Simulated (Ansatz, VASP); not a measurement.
**NaI: VASP beside Ansatz**

```
Na I
1.0
     0.00000    3.23640    3.23640
     3.23640    0.00000    3.23640
     3.23640    3.23640    0.00000
Na I
1 1
Direct
  0.00000 0.00000 0.00000
  0.50000 0.50000 0.50000
```

Alike in both runs: task single point; functional PBEsol; k mesh 4 × 4 × 4; no spin polarisation.

|  | VASP | Ansatz |
| --- | --- | --- |
| version | VASP 6.6.1 | Ansatz 0.2.0 |
| potentials or method | VASP PAW PBE potentials, release 64 (Na_pv, I) | plane waves, PAW |
| plane-wave cutoff (eV) | 520 | 470 |
| occupations | gaussian, width 0.01 eV | fixed |
| valence electrons in the cell | 14 | 26 |

Ansatz gave:

```
gap on the k mesh at the Fermi level (eV) : 3.51
```

Task: What did VASP give for the same quantities?

Result: gap on the k mesh at the Fermi level (eV): 3.50.

The two sets of potentials don't hold the same shells in valence.

Caveats: the k mesh is coarse (spacing up to 0.42 Å⁻¹), so the values aren't converged; spin-orbit coupling is left out, which moves the levels of the heavy elements. PBEsol gaps usually lie below the measured ones, often by a third to a half.
